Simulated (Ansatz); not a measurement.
The cell is COD entry 1000026, as deposited and not checked against the literature; nothing was relaxed. The listed cell was then made from it by scaling, straining or moving an atom.

MgB$_{2}$: DFT, PBE, all-electron LAPW, scalar-relativistic (Ansatz 0.2.0). What sets it apart from a plain run of this crystal: equal xy, yz and zx engineering shear strains of -3 %.

Command: `ansatz run input.yaml --threads 1 --pin off --max-ram 6144MiB --backend cpu --events-out ev --progress --plain --runs-dir out` The run took 61 s on 1 thread of Intel(R) Xeon(R) Platinum 8488C (Sapphire Rapids), on a shared host, peak memory 1.2 GiB.

```yaml
crystal:
  lattice:
    - [3.0850007055, -0.0462750106, -0.0462750106]
    - [-1.5825756875, 2.694826487, -0.0169378294]
    - [-0.052845, -0.052845, 3.523]
  atoms:
    - { symbol: Mg, position: [0.0, 0.0, 0.0] }
    - { symbol: B, position: [0.3333333333, 0.6666666667, 0.5] }
    - { symbol: B, position: [0.6666666667, 0.3333333333, 0.5] }
kpoints:
  mp_grid: { grid: [12, 12, 9] }
  band_path:
    path:
      - [0.0, 0.0, 0.0]
      - [0.0, 0.0, 0.5]
      - [-0.5, 0.5, 0.0]
      - [0.0, 0.0, 0.0]
      - [0.0, -0.5, 0.0]
      - [-0.5, 0.0, 0.5]
      - [0.0, 0.0, 0.0]
      - [-0.5, 0.0, 0.0]
      - [0.0, -0.5, 0.5]
    npoints: 5
scf:
  occupations: { method: fermi_dirac, width: 0.05 }
hamiltonian:
  xc: pbe
  pseudopotentials: { kind: all_electron, lapw: { basis_error: 0.0005 } }
output:
  forces: true
  stress: true
  eigenvalues: true
```

Output (standing set-up lines are left out):

```
LAPW: plane waves up to 9.355 Å⁻¹, error target 5.0e-4 eV per atom; small_component_spin mean_spin; B in spheres of 0.879 Å, 5 of its electrons in bands, Dirac shells []; Mg in spheres of 1.081 Å, 10 of its electrons in bands, Dirac shells []
Crystal: 3 atoms, lattice volume = 29.017 Å³
Basis set: ecut = 333.4537585529515 eV, 407 PW (Γ), exchange–correlation at level 2
Symmetry: 2 space group operations
Space group: P-1 (ITA 2), of the structure as read, at distance tolerance 3.1e-5 Å
k-points: 650 of 1296
iter 1 solved again at ethr=2.01e-2 eV; its pass at ethr=1.00e-1 eV (dr2=4.02e0 eV) is discarded
SCF iter   1: F=—  HF=-6805.787280 eV  |F-HF|=—  |Δ(HF+E_count)|=         —  Δρ=8.50e-2  dr2=4.03e0  ethr=2.01e-2  ⟨swp⟩=2.0  Hψ=65846  notcnv=0
preconditioner: auto → none  [metal: Δε(μ)=0.040 eV  Ē_g=11.784 eV  σ=0.050 eV  W_gap=0.19  n_scr=8 (ndim 8)  ℏωp=19.5 eV  f_vac=0.000  D(μ)=0.41/eV (n_scr^D=0)  sad-step TF]
SCF iter   2: F=—  HF=-6804.784257 eV  |F-HF|=—  |Δ(HF+E_count)|=    1.00e0  Δρ=5.40e-2  dr2=1.78e0  ethr=2.01e-2  ⟨swp⟩=2.0  Hψ=24731  notcnv=0
iter 3 solved again at ethr=8.39e-4 eV; its pass at ethr=8.91e-3 eV (dr2=1.68e-1 eV) is discarded
SCF iter   3: F=—  HF=-6804.197988 eV  |F-HF|=—  |Δ(HF+E_count)|=   5.86e-1  Δρ=1.86e-2  dr2=1.68e-1  ethr=8.39e-4  ⟨swp⟩=2.0  Hψ=49495  notcnv=0
SCF iter   4: F=—  HF=-6804.135259 eV  |F-HF|=—  |Δ(HF+E_count)|=         —  Δρ=2.18e-3  dr2=1.08e-3  ethr=8.39e-4  ⟨swp⟩=3.0  Hψ=28386  notcnv=0
the basis was enlarged: its passes take 256.4 KiB over the memory plan, 1 of 1 planned eigensolver slots
SCF iter   5: F=—  HF=-6804.134788 eV  |F-HF|=—  |Δ(HF+E_count)|=   4.71e-4  Δρ=7.08e-4  dr2=2.24e-4  ethr=5.41e-6  ⟨swp⟩=3.0  Hψ=24817  notcnv=0
SCF iter   6: F=—  HF=-6804.134728 eV  |F-HF|=—  |Δ(HF+E_count)|=   5.99e-5  Δρ=1.35e-4  dr2=7.50e-6  ethr=1.12e-6  ⟨swp⟩=2.8  Hψ=22956  notcnv=0
SCF iter   7: F=—  HF=-6804.134728 eV  |F-HF|=—  |Δ(HF+E_count)|=   3.82e-8  Δρ=1.65e-5  dr2=1.31e-7  ethr=3.75e-8  ⟨swp⟩=3.0  Hψ=24553  notcnv=0
SCF iter   8: F=-6804.134728 eV  HF=-6804.134728 eV  |F-HF|=1.47e-9  |Δ(HF+E_count)|=   4.40e-8  Δρ=1.99e-6  dr2=1.72e-9  ethr=6.56e-10  ⟨swp⟩=3.0  Hψ=23425  notcnv=0
SCF 1 converged in 8 iterations: F = -6804.134728 eV  dr2 = 1.72e-9
NSCF: frozen V_eff on 41 k-points
SCF converged after 8 iterations
Free energy (F): -6804.134728 eV
Harris-Foulkes:  -6804.134728 eV  (|F-HF|=1.47e-9)
Internal energy: -6804.129519 eV  (E = F + TS)
E sigma→0 (E₀):  -6804.132123 eV
Entropy (-TS):   -0.005209 eV (-1.736 meV/atom)
Fermi energy:    9.150685 eV
--- Per-component energies (eV) ---
  E_band       = -946.546958
  E_kinetic    = 6804.530399
  E_xc         = -670.811437
  E_electrostatic = -12937.848481  (all electrons and nuclei)
  E_smearing   = -0.005209  (= −TS)
  E_closure    = 0.000000  (closes the sum)
  E_atoms      = -6788.863554  (free atoms, spherical and without spin; not in F)
  Σ components = -6804.134728   (vs F -6804.134728, Δ=0.00e0)
  Basis errors (estimates in eV, not in F): energy 2.8e-4 per atom: plane waves 2.6e-4 (1.5e-4 summed), levels above the bands 3.6e-79, relativity 3.9e-9, radial functions 2.1e-5, core shells 3.0e-12; eigenvalues (radial functions only) 7.7e-6; not estimated: angular momenta, meshes, grids; target (lapw.basis_error) 5.0e-4; muffin-tin radii B 0.879 Å, Mg 1.081 Å
--- Forces (eV/Å), atoms counted from 1 ---
  atom   1  Mg     0.00000000     0.00000000     0.00000000
  atom   2  B      0.06402869    -0.00222052    -0.01261398
  atom   3  B     -0.06402869     0.00222052     0.01261398
  max |Σ_I F_I| component: 0.00e0 eV/Å
--- Stress (GPa, compression-positive) ---
       -0.949107       5.955612       2.355271
        5.955612      -1.116151       2.375094
        2.355271       2.375094      -0.076765
  P = ⅓ Tr σ = -0.7140 GPa (-7.140 kbar)
--- Band table (eV; the first three rows and the last of 650) ---
  k-point 0: bands = ["-163.0645", "-163.0511", "-65.9881", "-32.7396", "-32.7395", "-32.7261", "-3.2321", "6.2580", "9.4399", "9.6216", "10.8583", "15.2164", "15.6523", "17.3874"]
  k-point 1: bands = ["-163.0645", "-163.0511", "-65.9881", "-32.7396", "-32.7395", "-32.7268", "-3.1255", "5.4615", "9.4823", "9.6599", "11.9027", "15.2547", "15.6869", "17.3594"]
  k-point 2: bands = ["-163.0645", "-163.0511", "-65.9880", "-32.7397", "-32.7393", "-32.7287", "-2.8220", "4.0308", "9.5926", "9.7589", "14.0694", "15.3567", "15.7825", "17.2846"]
  k-point 649: bands = ["-163.0607", "-163.0549", "-65.9848", "-32.7758", "-32.7470", "-32.7275", "1.4345", "2.2041", "5.6238", "7.4888", "7.9048", "15.1800", "18.3126", "18.7433"]
```
